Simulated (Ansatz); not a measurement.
H2O on a (100) slab of Ta (Im-3m (No. 229)), 4 planes, outer planes Ta (top) and Ta (bottom), 1 a cell of 43.2 Å², relaxed and still whole (its atoms last):

```
Ta O H
1.0
     6.56989    0.00000    0.00000
     0.00000    6.56989    0.00000
     0.00000    0.00000   23.00502
Ta O H
16 1 2
Direct
  0.25000 0.75000 0.34775
  0.25000 0.25000 0.34775
  0.75000 0.75000 0.34775
  0.75000 0.25000 0.34775
  0.50000 0.50000 0.41915
  0.50000 0.00000 0.41915
  0.00000 0.50000 0.41915
  0.00000 0.00000 0.41915
  0.75334 0.24910 0.49103
  0.74703 0.75075 0.48948
  0.24826 0.24877 0.49157
  0.25284 0.75171 0.49012
  0.99755 0.98793 0.56082
  0.99991 0.53067 0.55707
  0.50487 0.00473 0.55733
  0.50203 0.48947 0.55725
  0.02725 0.12697 0.65102
  0.14350 0.22155 0.64390
  0.90623 0.21561 0.65448
```

The calculation used Ansatz, DFT PBE+D3(BJ), scalar-relativistic, plane waves, PAW. Plane waves to 420 eV, a k mesh through Γ of 3×3×1 on the computed 19-atom cell and Gaussian smearing (0.10 eV); no spin polarisation. A dipole correction removes the field between periodic images along c.

It binds with 0.96 eV a molecule against the clean slab and the free molecule (no zero-point or thermal terms); its shortest contact is O–Ta 2.28 Å. Take first-order desorption with no barrier to adsorption, no reaction on the face and an assumed prefactor of 10^13 s⁻¹.

Q: How long does a molecule stay at 400 K?

A: τ = ν⁻¹·exp(E/k_BT) with k_BT = 0.0345 eV: E/k_BT = 27.9, so τ ≈ 1×10^-1 s. It leaves within a purge of seconds.

Q: Where does its peak lie in a desorption experiment heated at 2 K/s?

A: The peak obeys E/(k_B·T_p²) = (ν/β)·exp(−E/k_BT_p). Solving gives T_p ≈ 352 K (E/k_BT_p = 31.6). An error of 0.1 eV in E moves it by about 37 K, and larger molecules have larger prefactors, which lowers it.

Q: Is this physisorption or chemisorption?

A: The tightest contact, O–Ta 2.28 Å, is 0.96 times the sum of covalent radii, and deformation and lateral interaction add up to +0.09 eV. This is chemisorption.

The molecule may also break up before it leaves, which wasn't tried.